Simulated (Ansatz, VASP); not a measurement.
**BP in VASP and in Ansatz**

File INCAR:

```
SYSTEM = BP
ALGO     = Normal         ! electronic algorithm
EDIFF    = 1E-8           ! SCF threshold, eV
ENCUT    = 520            ! plane-wave cutoff, eV
GGA      = CA             ! functional
ISIF     = 2              ! what is computed and relaxed
ISMEAR   = -1             ! smearing method
LASPH    = .TRUE.         ! aspherical terms in the spheres
LCHARG   = .FALSE.        ! write CHGCAR
LEFG     = .TRUE.       
LREAL    = .FALSE.        ! projectors in reciprocal space
LWAVE    = .FALSE.        ! write WAVECAR
NBANDS   = 11             ! bands
NELM     = 80             ! most SCF steps
PREC     = Accurate       ! precision mode
SIGMA    = 0.05           ! smearing width, eV
```

KPOINTS

```
k-points
0
G
  15 15 15
  0 0 0
```

File POSCAR:

```
BP
1.0
    0.0000000000      2.2226808807      2.2226808807
    2.2226808807      0.0000000000      2.2226808807
    2.2226808807      2.2226808807      0.0000000000
B P
1 1
Direct
    0.0000000000      0.0000000000      0.0000000000
    0.7500000000      0.7500000000      0.7500000000
```

Input for Ansatz:

```yaml
crystal:
  lattice:
    - [0.0, 2.2226808807, 2.2226808807]
    - [2.2226808807, 0.0, 2.2226808807]
    - [2.2226808807, 2.2226808807, 0.0]
  atoms:
    - { symbol: B, position: [0.0, 0.0, 0.0] }
    - { symbol: P, position: [0.75, 0.75, 0.75] }
kpoints:
  mp_grid: { grid: [15, 15, 15] }
scf:
  occupations: { method: fermi_dirac, width: 0.05 }
hamiltonian:
  xc: lda
  pseudopotentials: { kind: all_electron, datasets: crystal }
output:
  forces: true
  stress: true
  eigenvalues: true
  efg: { contact_densities: true }
```

Change from the starting cell: volume scaled by 0.94, crystal datasets.

Alike in both runs: task electric field gradients; functional LDA; k mesh 15 × 15 × 15; occupations fermi-dirac, width 0.05 eV; no spin polarisation.

|  | VASP | Ansatz |
| --- | --- | --- |
| version | VASP 6.6.1 | Ansatz 0.2.0 |
| potentials or method | VASP PAW LDA potentials, release 64 (B, P) | all-electron PAW with datasets made for the crystal, scalar-relativistic |
| plane-wave cutoff (eV) | 520 | see its input |

```tsv
	VASP	Ansatz	Ansatz less VASP
pressure (GPa)	5.5	5.6	+0.11
Vzz of the field gradient on the site that differs most (V/Å²)	0.0	0.0	0.00
```

Ansatz ran all-electron here, so the differences hold the error of VASP's frozen core and of both bases.

Caveats: an odd mesh through Γ misses points on the zone boundary, where band edges often lie.
